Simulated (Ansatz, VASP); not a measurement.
# GaNi in two plane-wave programs, part 2 of 2

Wanted: the spread between two codes on one cell, functional and k mesh. The cell is taken from a series of VASP runs on this material, whose earlier steps may have relaxed, scaled or displaced it; both programs get it as it stands.

VASP 6.6.1 and Ansatz 0.2.0.

So far: The structure; Ansatz: relaxation of cell and atoms, PBEsol.

## Step 3: VASP: relaxation of cell and atoms, PBEsol

Level of this step: PBEsol, spin-polarised from a ferromagnetic start (one magnetic atom a cell); plane waves and PAW (Ga_d, Ni) (VASP).

The same cell, functional, mesh and smearing now go to VASP, with its own data sets and cutoff.

Lines of VASP's logs that name or quote its potential files are left out, and so is its time.

Input file INCAR:

```
SYSTEM = GaNi
PREC = Accurate
ENCUT = 520
EDIFF = 1E-07
NELM = 100
ISMEAR = 0
SIGMA = 0.05
LREAL = .FALSE.
ALGO = Normal
GGA = PS
NBANDS = 19
ISPIN = 2
MAGMOM = 0 1
LASPH = .TRUE.
LMAXMIX = 4
LORBIT = 11
LWAVE = .FALSE.
LCHARG = .FALSE.
KPAR = 4
IBRION = 2
NSW = 50
ISIF = 3
EDIFFG = -0.005
```

Input file POSCAR:

```
GaNi
1.0
    2.8860000000      0.0000000000      0.0000000000
    0.0000000000      2.8860000000      0.0000000000
    0.0000000000      0.0000000000      2.8860000000
Ga Ni
1 1
Direct
    0.0000000000      0.0000000000      0.0000000000
    0.5000000000      0.5000000000      0.5000000000
```

Input file KPOINTS:

```
Automatic mesh
0
Gamma
16 16 16
0 0 0
```

Potentials, in the order of the species: Ga_d and Ni (PBE family, release 64).

Launch:

```console
> mpirun -np 4 vasp_std
```

Numbers of over 12 decimals in the logs are rounded to 6 here.

The program printed:

```text
[banner, memory and clock lines left out]
running    4 mpi-ranks, on    1 nodes
 distrk:  each k-point on    1 cores,    4 groups
 distr:  one band on    1 cores,    1 groups

 POSCAR found type information on POSCAR GaNi
 POSCAR found :  2 types and       2 ions
|                                                                             |
|               ----> ADVICE to this user running VASP <----                  |
|                                                                             |
|     You enforced a specific xc type in the INCAR file but a different       |
|     [... a line on the potential file left out ...]
|     I HOPE YOU KNOW WHAT YOU ARE DOING!                                     |
|                                                                             |

 LDA part: xc-table for (Slater+PW92), standard interpolation
 POSCAR, INCAR and KPOINTS ok, starting setup
 FFT: planning ... GRIDC
 FFT: planning ... GRID_SOFT
 FFT: planning ... GRID
 WAVECAR not read
 entering main loop
       N       E                     dE             d eps       ncg     rms          rms(c)
DAV:   1     0.995106888302E+02    0.99511E+02   -0.11461E+04 14533   0.224E+03
DAV:   2    -0.495454776540E+01   -0.10447E+03   -0.99983E+02 12632   0.312E+02
DAV:   3    -0.112604373507E+02   -0.63059E+01   -0.62299E+01 13724   0.755E+01
DAV:   4    -0.113419230284E+02   -0.81486E-01   -0.81424E-01 14614   0.867E+00
DAV:   5    -0.113440122429E+02   -0.20892E-02   -0.20891E-02 15129   0.130E+00    0.107E+01
DAV:   6    -0.124598929017E+02   -0.11159E+01   -0.22211E+01 14058   0.602E+01    0.128E+01
DAV:   7    -0.103460008101E+02    0.21139E+01   -0.65600E+00 14030   0.421E+01    0.146E+00
DAV:   8    -0.103413870628E+02    0.46137E-02   -0.21678E-01 17757   0.498E+00    0.996E-01
DAV:   9    -0.103293965882E+02    0.11990E-01   -0.31003E-02 15358   0.223E+00    0.365E-01
DAV:  10    -0.103290813868E+02    0.31520E-03   -0.11600E-03 18596   0.398E-01    0.117E-01
DAV:  11    -0.103289726150E+02    0.10877E-03   -0.30970E-04 17978   0.245E-01    0.370E-02
DAV:  12    -0.103289753740E+02   -0.27590E-05   -0.23240E-05 17433   0.727E-02    0.220E-02
DAV:  13    -0.103289754130E+02   -0.39016E-07   -0.63464E-06 15895   0.323E-02    0.117E-02
DAV:  14    -0.103289744969E+02    0.91610E-06   -0.49753E-07 15283   0.825E-03    0.129E-03
DAV:  15    -0.103289744852E+02    0.11696E-07   -0.16303E-08  7674   0.131E-03
   1 F= -.10328974E+02 E0= -.10328377E+02  d E =-.103290E+02  mag=     0.0000
 curvature:   0.00 expect dE= 0.000E+00 dE for cont linesearch  0.000E+00
 trial: gam= 0.00000 g(F)=  0.000E+00 g(S)=  0.684E-02 ort = 0.000E+00 (trialstep = 0.100E+01)
 search vector abs. value=  0.684E-02
 bond charge predicted
       N       E                     dE             d eps       ncg     rms          rms(c)
DAV:   1    -0.105082862570E+02   -0.17931E+00   -0.17596E+00 13116   0.221E+01    0.341E+00
DAV:   2    -0.105187358346E+02   -0.10450E-01   -0.19385E+00 14142   0.192E+01    0.328E+00
DAV:   3    -0.103428145188E+02    0.17592E+00   -0.71989E-01 13914   0.128E+01    0.804E-01
DAV:   4    -0.103308495427E+02    0.11965E-01   -0.16783E-02 18298   0.177E+00    0.205E-01
DAV:   5    -0.103294904921E+02    0.13591E-02   -0.19108E-03 18594   0.665E-01    0.540E-02
DAV:   6    -0.103294662616E+02    0.24231E-04   -0.92642E-05 17585   0.124E-01    0.259E-02
DAV:   7    -0.103294622030E+02    0.40586E-05   -0.11221E-05 20557   0.456E-02    0.281E-03
DAV:   8    -0.103294619708E+02    0.23222E-06   -0.58108E-07 14576   0.778E-03    0.109E-03
DAV:   9    -0.103294620291E+02   -0.58331E-07   -0.30216E-08  7746   0.262E-03
   2 F= -.10329462E+02 E0= -.10328894E+02  d E =-.487544E-03  mag=     0.0000
 trial-energy change:   -0.000488  1 .order   -0.000425   -0.006840    0.005989
 step:   0.5404(harm=  0.5331)  dis= 0.00000  next Energy=   -10.330832 (dE=-0.186E-02)
 bond charge predicted
       N       E                     dE             d eps       ncg     rms          rms(c)
DAV:   1    -0.103683766453E+02   -0.38915E-01   -0.37381E-01 13089   0.105E+01    0.155E+00
DAV:   2    -0.103702308594E+02   -0.18542E-02   -0.39941E-01 14202   0.868E+00    0.151E+00
DAV:   3    -0.103339255127E+02    0.36305E-01   -0.16297E-01 13902   0.567E+00    0.399E-01
DAV:   4    -0.103311183328E+02    0.28072E-02   -0.41175E-03 17647   0.932E-01    0.821E-02
DAV:   5    -0.103308470108E+02    0.27132E-03   -0.33525E-04 17530   0.265E-01    0.148E-02
DAV:   6    -0.103308432348E+02    0.37760E-05   -0.11589E-05 15756   0.441E-02    0.605E-03
DAV:   7    -0.103308440873E+02   -0.85249E-06   -0.69393E-07 18237   0.987E-03    0.335E-04
DAV:   8    -0.103308440982E+02   -0.10890E-07   -0.12364E-08  7678   0.102E-03
   3 F= -.10330844E+02 E0= -.10330262E+02  d E =-.186961E-02  mag=    -0.0000
 curvature:  -0.27 expect dE=-0.145E-06 dE for cont linesearch -0.145E-06
 trial: gam= 0.00000 g(F)=  0.657E-66 g(S)=  0.544E-06 ort =-0.610E-04 (trialstep = 0.908E+00)
 search vector abs. value=  0.545E-06
 reached required accuracy - stopping structural energy minimisation
```

OUTCAR, selected parts (step 3):

```text
ion  position               nearest neighbor table
   1  0.000  0.000  0.000-   2 2.50   2 2.50   2 2.50   2 2.50   2 2.50   2 2.50   2 2.50   2 2.50

  LATTYP: Found a simple cubic cell.
 ALAT       =     2.8860000000

 Subroutine GETGRP returns: Found 48 space group operations
 (whereof 48 operations were pure point group operations)

The static configuration has the point symmetry O_h .

 Found    165 irreducible k-points:

   k-points           NKPTS =    165   k-points in BZ     NKDIM =    165   number of bands    NBANDS=     19

   dimension x,y,z NGX =    24 NGY =   24 NGZ =   24
   dimension x,y,z NGXF=    48 NGYF=   48 NGZF=   48

   ENCUT  =  520.0 eV  38.22 Ry    6.18 a.u.   5.37  5.37  5.37*2*pi/ulx,y,z

   NELECT =      23.0000    total number of electrons

 k-points in reciprocal lattice and weights: Automatic mesh
   0.00000000  0.00000000  0.00000000       0.000
   0.06250000  0.00000000  0.00000000       0.001
   0.12500000  0.00000000  0.00000000       0.001
   0.18750000  0.00000000  0.00000000       0.001
   0.25000000  0.00000000  0.00000000       0.001
   0.31250000  0.00000000  0.00000000       0.001
   0.37500000  0.00000000  0.00000000       0.001
   0.43750000  0.00000000  0.00000000       0.001
   0.50000000  0.00000000  0.00000000       0.001
[...]
0.50000000  0.50000000  0.43750000       0.001
   0.50000000  0.50000000  0.50000000       0.000

 average (electrostatic) potential at core
       1 -60.8125       2 -81.7205

 E-fermi :   9.4706

 spin component 1
 k-point     1 :       0.0000    0.0000    0.0000
  band No.  band energies     occupation
    ...
      7       6.5197      1.00000
      8       6.5197      1.00000
      9       8.0393      1.00000
     10       8.0393      1.00000
     11       8.0393      1.00000
     12      14.4301      0.00000
     13      14.4301      0.00000
     14      14.4301      0.00000
     15      20.1408      0.00000
     16      20.1408      0.00000
    ...

 k-point     2 :       0.0625    0.0000    0.0000
  band No.  band energies     occupation
    ...
      7       6.5107      1.00000
      8       6.5266      1.00000
      9       7.9980      1.00000
     10       7.9980      1.00000
     11       8.0394      1.00000
     12      13.7959      0.00000
     13      14.5536      0.00000
     14      14.5536      0.00000
     15      20.1633      0.00000
     16      20.5364      0.00000
    ...

 k-point     3 :       0.1250    0.0000    0.0000
  band No.  band energies     occupation
    ...
      7       6.4642      1.00000
      8       6.5465      1.00000
      9       7.8858      1.00000
     10       7.8858      1.00000
     11       8.0396      1.00000
     12      12.4679      0.00000
     13      14.9126      0.00000
     14      14.9126      0.00000
     15      20.2310      0.00000
     16      20.8627      0.00000
    ...

 k-point     4 :       0.1875    0.0000    0.0000
  band No.  band energies     occupation
    ...
      7       6.3120      1.00000
      8       6.5766      1.00000
      9       7.7301      1.00000
     10       7.7301      1.00000
     11       8.0400      1.00000
     12      11.0810      0.00000
     13      15.4791      0.00000
     14      15.4791      0.00000
     15      20.3439      0.00000
     16      21.0727      0.00000
    ...

 k-point     5 :       0.2500    0.0000    0.0000
  band No.  band energies     occupation
    ...
      7       5.9216      1.00000
      8       6.6126      1.00000
      9       7.5619      1.00000
     10       7.5619      1.00000
     11       8.0405      1.00000
     12       9.9589      0.00000
     13      16.2206      0.00000
     14      16.2206      0.00000
     15      20.5002      0.00000
     16      21.3243      0.00000
    ...

 k-point     6 :       0.3125    0.0000    0.0000
  band No.  band energies     occupation
    ...
      8       6.6492      1.00000
      9       7.4072      1.00000
     10       7.4072      1.00000
     11       8.0410      1.00000
     12       9.2752      1.00000
     13      17.1065      0.00000
     14      17.1065      0.00000
     15      20.6921      0.00000
     16      21.6585      0.00000
     17      25.3115      0.00000
    ...

  Total        0.0027429      0.0027429      0.0027429      0.0000000     -0.0000000     -0.0000000
  in kB        0.1850362      0.1850362      0.1850362      0.0000000     -0.0000000     -0.0000000
  external PRESSURE =       0.1850362 kB  Pullay stress =       0.0000000 kB

  energy-cutoff  :      520.00
  volume of cell :       23.75
      direct lattice vectors                 reciprocal lattice vectors
     2.874434747 -0.000000000 -0.000000000     0.347894486 -0.000000000 -0.000000000
     0.000000000  2.874434747 -0.000000000     0.000000000  0.347894486 -0.000000000
     0.000000000  0.000000000  2.874434747     0.000000000  0.000000000  0.347894486

 POSITION                                       TOTAL-FORCE (eV/Angst)
 -----------------------------------------------------------------------------------
      0.00000      0.00000      0.00000        -0.000000     -0.000000      0.000000
      1.43722      1.43722      1.43722         0.000000      0.000000      0.000000
 -----------------------------------------------------------------------------------
    total drift:                                0.000000      0.000000     -0.000000

  FREE ENERGIE OF THE ION-ELECTRON SYSTEM (eV)
  ---------------------------------------------------
  free  energy   TOTEN  =       -10.3308440982 eV

  energy  without entropy=      -10.3296795397  energy(sigma->0) =      -10.33026182

 reached required accuracy - stopping structural energy minimisation

 total charge
# of ion       s       p       d       tot
------------------------------------------
    1        0.841   0.883  10.044  11.768
    2        0.441   0.489   8.507   9.437
--------------------------------------------------
tot          1.282   1.372  18.551  21.205

 magnetization (x)
# of ion       s       p       d       tot
------------------------------------------
    1        0.000   0.000   0.000   0.000
    2       -0.000  -0.000  -0.000  -0.000
--------------------------------------------------
tot         -0.000   0.000  -0.000  -0.000

[... 1 further part left out ...]
```

CONTCAR:

```
GaNi
   1.00000000000000
     2.8744347465053375   -0.0000000000000000   -0.0000000000000000
     0.0000000000000000    2.8744347465053375   -0.0000000000000000
     0.0000000000000000    0.0000000000000000    2.8744347465053375
  Ga              Ni
     1     1
Direct
     0.0000000000000000    0.0000000000000000    0.0000000000000000
     0.5000000000000000    0.5000000000000000    0.5000000000000000
```

The moments of VASP's start collapse, so its state is non-magnetic.

## Step 4: Side by side

Known differences besides the potentials themselves: both relaxations stop at a tolerance, which leaves soft axes loose, and VASP keeps its plane-wave basis; the data sets hold 31 valence electrons in Ansatz (default PAW (the set named soft_2) files) and 23 in VASP; the cutoff is 420 eV in Ansatz and 520 eV in VASP; Ansatz makes its cores anew for this functional, VASP keeps those of its PBE data sets; Ansatz adds a Pulay correction to the stress that steers its cell, VASP none. Total energies have different zeros and are not compared.

Both answers:

```
                                         quantity  Ansatz   VASP  difference
                                      volume (Å³)   23.71  23.75     -0.17 %
edge a after relaxation, in the typed setting (Å)   2.873  2.874     -0.06 %
```

The walks stopped with 0.03 GPa left in Ansatz and 0.02 GPa in VASP; each walk ends within a tolerance, so the volume difference is uncertain by about these residues over the bulk modulus, most in soft cells.

## Step 5: Results

```
difference in volume (relaxation of cell and atoms, PBEsol) : -0.17 %
```

In words: The difference in volume is -0.17 % (relaxation of cell and atoms, PBEsol), within the 1.2 % picked in this series as the mark of a large difference, as far as the stopping tolerances let one tell. Such differences can come from data sets, numerical settings and the points named under the comparisons, not from the functional's error against experiment.

[Lines on the potential files, build, host, timing and source positions are cut from VASP's logs without a mark.]

[Logs are printed without paths, hosts, clocks, repeated set-up lines and the standing remarks that a program may print on its own settings, such as how far it seeks lower states.]

[Hosts, paths, dates, database ids (printed as entryN), source tags and the programs' standing remarks are cut or masked in the printed files.]
